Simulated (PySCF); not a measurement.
Run record: geometry optimisation, `c1ccncc1`.

Computed with PBE0-D3(BJ)/def2-SVP geometry optimisation, gas phase (PySCF 2.14.0). Start geometry: GFN2-xTB. A driver script takes a list of jobs; this job's settings line and coordinates (Å) are shown.

Input:
```
{"job": {"xc": "PBE0", "basis": "def2-SVP", "d3": "d3bj", "grid": 1, "kind": "geom"}, "charge": 0, "multiplicity": 1}
C      0.072246     1.185626    -0.023287
C      1.219518     0.408630     0.003071
C      1.077055    -0.970698     0.025259
N     -0.095001    -1.581335     0.024171
C     -1.185172    -0.834552     0.000678
C     -1.160378     0.552002    -0.024265
H      0.137280     2.264355    -0.042348
H      2.199883     0.859715     0.006690
H      1.941492    -1.621703     0.045298
H     -2.122020    -1.377002     0.002312
H     -2.079479     1.117633    -0.043542
```

Q: Give the output.

A: 
```
step   0  E = -247.81809046  max force = 0.009898
step   1  E = -247.81917160  max force = 0.001405
step   2  E = -247.81917757  max force = 0.000192
optimisation converged
```

Energies in Eh; «max force» is the largest Cartesian gradient component in Eh/bohr.

Q: How much energy does the optimisation release, in eV?

A: E(step 0) − E(last step) = 0.001087 Eh, which is 0.030 eV.

Q: Give the first gradient maximum in eV/Å.

A: With 1 Eh/bohr = 51.422 eV/Å, 0.509 eV/Å.

Main results: final energy -247.81918 Eh after 2 steps; dipole 2.17 D.

Q: How long does this job take on an Intel Xeon 6975P-C with one thread, no GPU, shared host with 192 logical CPUs at a one-minute load of 86? And the peak memory of the process?

A: About 6.8 s, with 0.49 GiB resident at the peak, the Python interpreter and its libraries included.
Labels such as C1 count atoms from 1, the log's own numbers from 0.
